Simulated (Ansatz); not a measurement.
Input and command of a plane-wave DFT calculation in Ansatz:

```yaml
crystal:
  lattice:
    - [4.5380770101, 0.0, 0.0]
    - [0.0, 4.5384297043, 0.0]
    - [0.0, 0.0, 3.1096306174]
  atoms:
    - { symbol: Sn, position: [0.5, 0.5, 0.5] }
    - { symbol: Sn, position: [0.0, 0.0, 0.0] }
    - { symbol: O, position: [0.3053074733, 0.3054259035, 0.0] }
    - { symbol: O, position: [0.8053074733, 0.1945740965, 0.5] }
    - { symbol: O, position: [0.1946925267, 0.8054259035, 0.5] }
    - { symbol: O, position: [0.6946925267, 0.6945740965, 0.0] }
basis:
  ecutwfc: 420
kpoints:
  mp_grid: { grid: [6, 6, 10] }
hamiltonian:
  xc: pbe
scf:
  occupations: { method: gaussian, width: 0.02 }
output:
  forces: true
  stress: true
  eigenvalues: true
relax:
  adjacent_minimum: "off"
  f_tol: 0.008
  max_steps: 50
  cell: { stress_tol: 0.08, p_target: 40.0 }
```

```bash
ansatz run input.yaml --threads 1 --pin off --max-ram 2560MiB --backend cpu --events-out ev --progress --plain --runs-dir out
```

Processor: Arm Neoverse V1, 1 thread, on a host shared with other jobs.

Problem. How long does it run, and how much memory does it take?

Solution. About 3.3 min on 1 thread of Arm Neoverse V1, with other jobs on the host, peak memory 0.43 GiB. It solves 32 bands at 96 k points (the mesh reduced by the symmetry that the task leaves, which can be less than the crystal's) with about 1223 plane waves (on the last cell), in 99 SCF iterations over 18 ionic steps.
